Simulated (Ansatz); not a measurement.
The system is W.

```
W
1.0
    -1.58234    1.58234    1.58234
     1.58234   -1.58234    1.58234
     1.58234    1.58234   -1.58234
W
1
Direct
  0.00000 0.00000 0.00000
```

```yaml
Program: Ansatz 0.2.0
Task: relaxation of cell and atoms
Functional: rPW86-PBE
Potentials_or_basis: Ansatz PAW
Cutoff: "420 eV (not typed: the program's choice for these potentials)"
k_mesh: 12 × 12 × 12
Occupations: fermi-dirac, width 0.05 eV
Spin: no spin polarisation
```

At the start: volume 15.85 Å³/atom.

Problem. How do energy, volume and symmetry change on relaxing?

Solution. It ends after 4 steps and the volume is 16.72 Å³/atom (+5.5 %); space group Im-3m (No. 229, to 0.05 Å).

Step by step:
```csv
step,energy change (eV),largest force (eV/Å),volume (Å³)
1,0.0000,0.0000,15.85
2,-0.0434,0.0000,16.85
3,-0.0443,0.0000,16.72
4,-0.0447,0.0000,16.72
```

Final structure:
```
W
1.0
    -1.61097    1.61097    1.61097
     1.61097   -1.61097    1.61097
     1.61097    1.61097   -1.61097
W
1
Direct
  0.00000 0.00000 0.00000
```

Caveat: the plane-wave basis is chosen anew once the cell has moved, so the energies of steps on either side of that aren't comparable; the PAW data sets come from PBE, with cores solved anew for the run's functional, which leaves a small shift of forces and pressure.
